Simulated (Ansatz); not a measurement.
Si:

```
Si
1.0
     4.37522   -2.57734    0.00000
     4.37522    2.57734    0.00000
     0.00000    0.00000    5.18307
Si
8
Direct
  0.79429 0.79429 0.00000
  0.29429 0.29429 0.50000
  0.20572 0.20572 0.00000
  0.70571 0.70571 0.50000
  0.15562 0.84438 0.67413
  0.84438 0.15562 0.32587
  0.34438 0.65562 0.17413
  0.65562 0.34438 0.82587
```

This isn't the form of Si at room conditions, which is diamond.

Base run:

| Quantity | Value |
| --- | --- |
| Program | Ansatz 0.2.0 |
| Functional | r2SCAN |
| Potentials or basis | Ansatz PAW |
| Cutoff | 500 eV |
| Density cutoff | 2000 eV |
| k mesh | 6 × 6 × 5 |
| Occupations | fermi-dirac, width 0.05 eV |
| Spin | no spin polarisation |

Its results: band gap on the k mesh none (metal or under the smearing width); pressure -2.1 GPa; largest force 0.135 eV/Å.

The run is repeated on the same cell with these changes: functional from r2SCAN to LDA; cutoff from 500 eV to 420 eV; density cutoff from 2000 eV to 1680 eV. What comes out?

Band gap on the k mesh none (metal or under the smearing width); pressure -3.2 GPa; largest force 0.071 eV/Å.

Caveats: the PAW data sets come from PBE, with cores solved anew for the run's functional, which leaves a small shift of forces and pressure.

Not every run made on this cell is shown here.
